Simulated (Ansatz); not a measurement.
Runs of Ansatz 0.2.0 on Cd. It takes space group Im-3m (No. 229, cubic). The conventional cell has a = 3.569 Å, b = 3.569 Å, c = 3.569 Å, α = 90.00°, β = 90.00°, γ = 90.00°. Cd (site symmetry m-3m) is surrounded by 8 Cd at 3.09 Å. This isn't the form of Cd at room conditions, which is hcp.

```tsv
task	level	cell	k mesh	cutoff (eV)	mesh quality	gap on the mesh (eV)	pressure (GPa)	relaxed volume (Å³/atom)
relaxation of cell and atoms	PBE+D3(BJ)	relaxed	10 × 10 × 10	420	not flagged	none	0.0	(a)
projected density of states	LDA	as given	6 × 6 × 6	420	coarse	none	-4.4	-
relaxation of cell and atoms	PBE	relaxed	10 × 10 × 10	420	not flagged	none	0.0	23.45
projected density of states	r2SCAN0	as given	6 × 6 × 6	500	coarse	none	(b)	-
relaxation of cell and atoms	PBE+D3(BJ)-ATM	relaxed	10 × 10 × 10	420	not flagged	none	0.0	21.91
```

Alike in all rows: potentials or basis Ansatz PAW; no spin polarisation; smearing fermi-dirac 0.05 eV.

**Question.** Estimate the missing entries.

**Answer.** (a) 21.71; (b) -1.9.

Caveats: some runs use coarse meshes; the plane-wave basis is chosen anew once the cell has moved, so the energies of steps on either side of that aren't comparable (some runs); pairwise dispersion overbinds metals, which lowers pressure and volume (some runs); the PAW data sets come from PBE, with cores solved anew for the run's functional, which leaves a small shift of forces and pressure (some runs); the density of states is complete only up to the lowest level of the last band computed (some runs); the thresholds are loose for stress (some runs).

A k mesh can miss the band edges, and the runs leave out spin-orbit coupling on Cd.

A gap of «none» marks a metal or a gap under the smearing width.
